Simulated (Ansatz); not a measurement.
## What DFT gives for BaTiO₃

```yaml
crystal:
  lattice:
    - [3.99360, 0.01116, 3.98238]
    - [0.01119, 3.98239, 0.00000]
    - [3.97122, -0.01116, -3.98238]
  atoms:
    - { symbol: Ba, position: [0.00000, 0.00000, 0.00000] }
    - { symbol: Ba, position: [0.50000, 0.00000, 0.50000] }
    - { symbol: Ti, position: [0.48720, 0.48720, 0.00000] }
    - { symbol: Ti, position: [0.98720, 0.48720, 0.50000] }
    - { symbol: O, position: [0.26510, 0.51090, 0.24580] }
    - { symbol: O, position: [0.76510, 0.51090, 0.74580] }
    - { symbol: O, position: [0.26510, 0.51090, 0.75420] }
    - { symbol: O, position: [0.76510, 0.51090, 0.25420] }
    - { symbol: O, position: [0.01090, 0.01930, 0.50000] }
    - { symbol: O, position: [0.51090, 0.01930, 0.00000] }
```

Level: r2SCAN, with U_eff = 1.96 eV on Ti d (atomic projectors), no spin polarisation; 500 eV; 5×6×5 Γ-centred mesh; fermi-dirac occupations (width 0.1 eV); Ansatz 0.2.0, fixed geometry.

What do density and ELF say about some of the short contacts?

Ti–O at 1.87 Å: least valence density 0.90 e/Å³ and ELF 0.24 there. Ba–O at 2.76 Å: least valence density 0.20 e/Å³ and ELF 0.09 there, a closed-shell (ionic or weak) contact. Both are smooth PAW fields, read partly inside the augmentation spheres.

Give the Bader charges.

Bader charges in e: Ba +1.57, Ti +2.33, O -1.30. In the mean Ti gives up most and O takes most.

Metal or insulator? Give the gap.

The gap is 2.94 eV, indirect (the least direct gap found is 3.00 eV). A semilocal functional usually gives too small a gap.

Where is the largest force?

The largest is on Ti3 (and as large on other atoms): 0.39 eV/Å, components (0.23, 0.23, 0.22). It makes 121° with the line to a nearest neighbour, O10 at 1.87 Å.

Origin: a database entry at a rescaled volume.
